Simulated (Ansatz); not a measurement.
**AgI (F-43m): elasticity against pressure**

```
Ag I
1.0
     0.00000    3.22504    3.22504
     3.22504    0.00000    3.22504
     3.22504    3.22504    0.00000
Ag I
1 1
Direct
  0.00000 0.00000 0.00000
  0.75000 0.75000 0.75000
```

This is the zero-pressure cell. At each pressure cell and atoms are relaxed in this structure, and the constants are slopes of the stress at strains of ±0.005 with relaxed ions (the coefficients that govern stability under load). Level: PBEsol, PAW on Ansatz 0.2.0's default frozen-core files (fitted under PBE), scalar-relativistic; k mesh 8×8×8, strains of ±0.005, fixed occupations, cutoff 420 eV. P is the pressure of the relaxed cell, less that of this one.

```
P (GPa)    V/V₀  C11 (GPa)  C12 (GPa)  C44 (GPa)
   0.00  1.0000       38.9       31.9        9.8
   0.98       ?          ?          ?          ?
   2.00  0.9504       47.7       43.2        7.4
   3.97  0.9132       55.9       53.8        4.8
   6.99  0.8694       67.7       69.4        0.3
   9.98  0.8357       78.7       84.3       -4.3
  14.97  0.7920       96.2      108.5      -12.3
```

Problem. Does the bulk modulus from the constants agree with the pressure-volume curve?

Solution. A third-order Birch-Murnaghan fit to the volumes shown (F against f, f = [(V₀/V)^(2/3) − 1]/2) gives B₀ = 34.3 GPa and B′ = 5.4. Its −V dP/dV stands beside (C11 + 2C12)/3:

```
P (GPa)  from P(V)  from the constants
   0.00       34.3                34.3
   2.00       44.7                44.7
   3.97       54.5                54.5
   6.99       68.8                68.8
   9.98       82.4                82.4
  14.97      104.6               104.4
```

Problem. What are the pressure derivatives at zero pressure?

Solution. Slopes at V₀ of quadratic fits in −ln(V/V₀) through the first four rows shown, divided by B₀: dC11/dP = 4.5, dC12/dP = 5.6, dC44/dP = -1.0. The mean slopes up to 4.0 GPa are 4.3, 5.5, -1.3; curvature and scatter of the constants part the two. The combination (dC11/dP + 2 dC12/dP)/3 = 5.2 stands against B′.

Problem. Fill the row at 0.98 GPa.

Solution. Cubic fits in −ln(V/V₀) through all rows shown give C11 = 43.3, C12 = 37.5, C44 = 8.7 GPa. Computed: V/V₀ = 0.9737, C11 (GPa) = 43.3, C12 (GPa) = 37.5, C44 (GPa) = 8.7.

Problem. Does a shear stiffness soften?

Solution. C44 goes from 9.8 to -12.3 GPa; (C11 − C12)/2 goes from 3.5 to -6.2 GPa. The lattice turns mechanically unstable between 4.0 and 7.0 GPa, where the matrix gains a negative eigenvalue.

Known limits: no other phase was computed; many crystals of this kind change structure within this range, and rows or crossings beyond such a change describe a metastable lattice; frozen-core PAW files fitted under PBE, their cores solved anew for the functional of the run; constants at zero field, no piezoelectric stiffening; phonons weren't checked at these pressures.
